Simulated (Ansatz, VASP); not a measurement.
# Ga: VASP beside Ansatz

```xyz
1
Lattice="-1.4225 1.4225 2.2583 1.4225 -1.4225 2.2583 1.4225 1.4225 -2.2583" Properties=species:S:1:pos:R:3 pbc="T T T"
Ga    0.0000    0.0000    0.0000
```

Change from the starting cell: volume scaled by 1.04, PAW files.

Alike in both runs: task electric field gradients; functional PBEsol; k mesh 16 × 16 × 16; occupations fermi-dirac, width 0.03 eV; no spin polarisation.

|  | VASP | Ansatz |
| --- | --- | --- |
| version | VASP 6.6.1 | Ansatz 0.2.0 |
| potentials or method | VASP PAW PBE potentials, release 64 (Ga_d) | PAW with Ansatz's default frozen-core files, scalar-relativistic |
| plane-wave cutoff (eV) | 520 | 420 |
| valence electrons in the cell | 13 | 13 |

VASP gave:

* pressure (GPa): -1.6
* largest component of the traceless stress (GPa): 0.35
* Vzz of the field gradient on the site that differs most (V/Å²): 19.6

Problem. Estimate Ansatz's values.

Solution. Pressure (GPa): -1.7; largest component of the traceless stress (GPa): 0.34; Vzz of the field gradient on the site that differs most (V/Å²): 20.6.

Caveats: the PAW data sets were made with another functional, which shifts forces and pressure a little (VASP).
